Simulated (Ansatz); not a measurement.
# WS2 in Ansatz: the effect of exact exchange

Slab: WS2, a slab with vacuum.

```
CELL_PARAMETERS angstrom
3.18352 0.00000 0.00000
-1.59176 2.75701 0.00000
0.00000 0.00000 16.95058
ATOMIC_POSITIONS crystal
W 0.00000 0.00000 0.00000
S 0.33333 0.66667 0.09200
S 0.33333 0.66667 0.90800
```

Alike in all runs:

```yaml
Program: Ansatz 0.2.0
Task: single point
Functional: HSE06 form with a typed share of exact exchange
Potentials_or_basis: Ansatz PAW
Cutoff: "420 eV (not typed: the program's choice for these potentials)"
k_mesh: 5 × 5 × 1
Occupations: fermi-dirac, width 0.05 eV
Spin: no spin polarisation
```

```tsv
exact exchange	gap on the mesh (eV)	largest force (eV/Å)
0.05	2.30	0.16
0.1	2.42	0.06
0.15	?	?
0.2	2.68	0.13
```

Problem. What does the run with exact exchange 0.15 give?

Solution. gap on the mesh 2.55 eV; largest force 0.04 eV/Å.

Worked out: A straight line through the other rows of the gap on the mesh, of slope 2.54 eV per unit of exact exchange, gives 2.55 eV, against the run's 2.55. The largest force follows no smooth curve through the other rows.

Caveats: all runs use coarse meshes; odd divisions of the mesh miss points on the zone boundary, where band edges often lie, so the gap on the mesh can be too wide; spin-orbit coupling is left out, which moves the levels of the heavy elements; the PAW data sets come from PBE, with cores solved anew for the run's functional, which leaves a small shift of forces and pressure.

A k mesh can miss the band edges.
